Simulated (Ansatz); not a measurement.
Al2Ru: how the plane-wave cutoff moves the results

Theory: DFT r2SCAN, scalar-relativistic, plane waves, PAW (Ansatz 0.2.0).

```yaml
crystal:
  lattice:
    - [0.00000, 3.98984, 4.39153]
    - [2.35247, 0.00000, 4.39153]
    - [2.35247, 3.98984, 0.00000]
  atoms:
    - { symbol: Al, position: [0.07906, 0.42094, 0.07906] }
    - { symbol: Al, position: [0.42094, 0.07906, 0.42094] }
    - { symbol: Al, position: [0.17094, 0.82906, 0.17094] }
    - { symbol: Al, position: [0.82906, 0.17094, 0.82906] }
    - { symbol: Ru, position: [0.75000, 0.75000, 0.75000] }
    - { symbol: Ru, position: [0.50000, 0.50000, 0.50000] }
```

- Γ-centred k-mesh: 10×10×10
- occupation rule: Gaussian smearing, 0.01 eV
- spin treatment: unpolarised
- valence charge of the PAW sets: Al 3, Ru 16

The atoms stay fixed while the plane-wave cutoff is varied. ΔE is the energy extrapolated to zero smearing, less that of the reference run (850 eV). The cell isn't necessarily relaxed at this level. Pressure is positive in compression and holds a correction for the finite cutoff (Pulay stress).

Times are rough; the reference took 94 s on 1 thread of Arm Neoverse V2, on a shared host, peak memory 1.4 GiB.

Problem. Tried: 150, 200, 250, 300, 350, 380, 460, 500, 520, 600, 700, 850 eV. From which plane-wave cutoff on does the energy per atom stay within 100, 10 and 1 meV of the reference?

Solution. 300 for 100 meV, 380 for 10 meV, 600 for 1 meV. The reference itself isn't shown to be converged. At 380 eV, where the energy is within 10 meV, force components already agree to within 0.001 eV/Å, where the largest force is 0.002 eV/Å.

| cutoff (eV) | ΔE (meV/atom) | P (GPa) | largest change of a force component (eV/Å) | gap on mesh (eV) | plane waves at Γ | wall time (s) |
| --- | --- | --- | --- | --- | --- | --- |
| 150 | 16133 | 15.86 | 0.325 | 0.000 | 343 | 10 |
| 200 | 3234 | -8.95 | 0.192 | 0.113 | 531 | 16 |
| 250 | 598 | 1.10 | 0.047 | 0.110 | 747 | 18 |
| 300 | 85.7 | 0.65 | 0.012 | 0.157 | 973 | 23 |
| 350 | 11.3 | 0.06 | 0.001 | 0.173 | 1227 | 29 |
| 380 | 4.77 | 0.02 | 0.000 | 0.173 | 1383 | 32 |
| 460 | 1.80 | 0.04 | 0.000 | 0.174 | 1867 | 49 |
| 500 | 1.23 | 0.04 | 0.000 | 0.174 | 2075 | 61 |
| 520 | 1.01 | 0.04 | 0.000 | 0.174 | 2211 | 55 |
| 600 | 0.51 | 0.04 | 0.000 | 0.174 | 2739 | 51 |
| 700 | 0.27 | 0.04 | 0.000 | 0.174 | 3461 | 71 |
| 850 | 0.00 | 0.04 | 0.000 | 0.174 | 4625 | 94 |